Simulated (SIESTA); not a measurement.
CdS:

```
Cd S
1.0
     4.26117    0.00000    0.00000
    -2.13058    3.69028    0.00000
     0.00000    0.00000    5.80417
Cd S
1 1
Direct
  0.00000 0.00000 0.44269
  0.66667 0.33333 0.43431
```

Measurements of this composition are mostly on another form, of space group No. 186.

- Program: SIESTA 5.4.2
- Task: single point
- Functional: PBE
- Potentials or basis: PseudoDojo 0.4 standard (PBE files)
- Basis: DZP (energy shift 0.002 Ry)
- Grid cutoff: 800 Ry
- Energy shift: 0.002 Ry
- k mesh: 7 × 7 × 5
- Occupations: fermi-dirac, width 0.05 eV
- Spin: no spin polarisation

On this cell: pressure 0.3 GPa; largest force 0.018 eV/Å; band gap on the k mesh 1.63 eV, indirect (least direct gap 1.73 eV).

The same run follows on a disturbed copy (atoms moved at random, drawn with an rms of 0.05 Å):

```
Cd S
1.0
     4.26117    0.00000    0.00000
    -2.13058    3.69028    0.00000
     0.00000    0.00000    5.80417
Cd S
1 1
Direct
  0.99677 0.99241 0.43406
  0.67375 0.33728 0.43192
```

Question: What changes?

Answer: The energy moves by +5.0 meV/atom; pressure 0.4 GPa; largest force 0.411 eV/Å; band gap on the k mesh 1.62 eV, indirect (least direct gap 1.66 eV).

Forces on the atoms (eV/Å):
```
Cd   0.141  0.386  0.005
S   -0.141 -0.386 -0.005
```

Stress tensor (GPa, compression positive):
```
-0.10 -0.30  0.00
-0.30  1.42  0.01
 0.00  0.01 -0.12
```

Caveats: semicore shells carry a single zeta, which can move pressures by several GPa and volumes by a few percent; an odd mesh through Γ misses points on the zone boundary, where band edges often lie; the basis of atomic orbitals isn't converged, which shifts pressures, moduli and gaps.
